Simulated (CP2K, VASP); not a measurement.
This is a calculation of Be (Beryllium) for CP2K 2026.2. 

The input be_scf.inp:

```
&GLOBAL
  PROJECT be_scf
  RUN_TYPE ENERGY_FORCE
  PRINT_LEVEL LOW
&END GLOBAL
&FORCE_EVAL
  METHOD QS
  STRESS_TENSOR ANALYTICAL
  &DFT
    BASIS_SET_FILE_NAME BASIS_MOLOPT_UZH
    POTENTIAL_FILE_NAME POTENTIAL_UZH
    &MGRID
      CUTOFF 850
      REL_CUTOFF 60
      NGRIDS 5
    &END MGRID
    &QS
      METHOD GPW
      EPS_DEFAULT 1.0E-10
    &END QS
    &KPOINTS
      SCHEME MONKHORST-PACK 13 13 8
      GAMMA_CENTERED T
      SYMMETRY T
      SYMMETRY_BACKEND SPGLIB
    &END KPOINTS
    &SCF
      SCF_GUESS ATOMIC
      EPS_SCF 1.0E-6
      MAX_SCF 100
      ADDED_MOS 10
      CHOLESKY OFF
      EPS_EIGVAL 1.0E-7
      &DIAGONALIZATION ON
        ALGORITHM STANDARD
      &END DIAGONALIZATION
      &MIXING ON
        METHOD BROYDEN_MIXING
        ALPHA 0.4
        BETA 1.5
        NBUFFER 8
      &END MIXING
      &SMEAR ON
        METHOD GAUSSIAN
        SIGMA [eV] 0.1
      &END SMEAR
    &END SCF
    &XC
      &XC_FUNCTIONAL PBE
      &END XC_FUNCTIONAL
    &END XC
    &PRINT
      &KPOINTS ON
      &END KPOINTS
      &MULLIKEN ON
      &END MULLIKEN
      &MO ON
        ENERGIES T
        OCCUPATION_NUMBERS T
        &EACH
          QS_SCF 0
        &END EACH
        ADD_LAST NUMERIC
      &END MO
    &END PRINT
  &END DFT
  &SUBSYS
    &CELL
      A 2.2853000000 0.0000000000 0.0000000000
      B -1.1426500000 1.9791278553 0.0000000000
      C 0.0000000000 0.0000000000 3.5842000000
      PERIODIC XYZ
    &END CELL
    &COORD
      SCALED
      Be  0.6666666667 0.3333333333 0.7500000000
      Be  0.3333333333 0.6666666667 0.2500000000
    &END COORD
    &KIND Be
      BASIS_SET TZVP-MOLOPT-PBE-GTH-q4
      POTENTIAL GTH-PBE-q4
    &END KIND
    &PRINT
      &ATOMIC_COORDINATES ON
      &END ATOMIC_COORDINATES
      &CELL ON
      &END CELL
      &SYMMETRY ON
      &END SYMMETRY
    &END PRINT
  &END SUBSYS
  &PRINT
    &FORCES ON
    &END FORCES
    &STRESS_TENSOR ON
    &END STRESS_TENSOR
  &END PRINT
&END FORCE_EVAL
```

Potentials or basis: POTENTIAL_UZH Be GTH-PBE-q4; TZVP-MOLOPT-PBE-GTH basis.

Run with:

```bash
$ OMP_NUM_THREADS=1 cp2k.psmp -i be_scf.inp -o be_scf.out
```

Q: What does the same run look like in VASP 6.6.1? Potentials or basis there: PBE PAW files Be, release 54, 520 eV.

A: As run (cutoffs and basis follow the program's own potentials, and thresholds, step limits or extra output files can differ):

File INCAR:

```
ALGO = Normal
EDIFF = 1E-6
ENCUT = 520
GGA = PE
ISIF = 2
ISMEAR = 0
LASPH = T
LCHARG = F
LREAL = F
LWAVE = F
NELM = 60
PREC = Accurate
SIGMA = 0.1
```

File KPOINTS:

```
k-points
0
Gamma
  13 13 8
```

The input POSCAR:

```
Be
2.2853
    1.000000000000      0.000000000000      0.000000000000
   -0.500000000000      0.866025403798      0.000000000000
    0.000000000000      0.000000000000      1.568371767383
Be
2
Direct
    0.6666666667      0.3333333333      0.7500000000
    0.3333333333      0.6666666667      0.2500000000
```

Potentials or basis: VASP PAW PBE potentials, release 54 (Be).

Command:

```bash
$ cat potpaw_PBE.54/Be/POTCAR > POTCAR
$ mpirun -np 1 vasp_std > vasp.out
```

Both were run:

|  | CP2K | VASP |
| --- | --- | --- |
| Pressure | -2.2 GPa | -2.7 GPa |

The potentials hold 8 and 4 valence electrons a cell.

The two runs disagree by more than potentials and bases usually give (in gap, levels, pressure or energy); the cause wasn't traced.

Pressure is positive in compression.
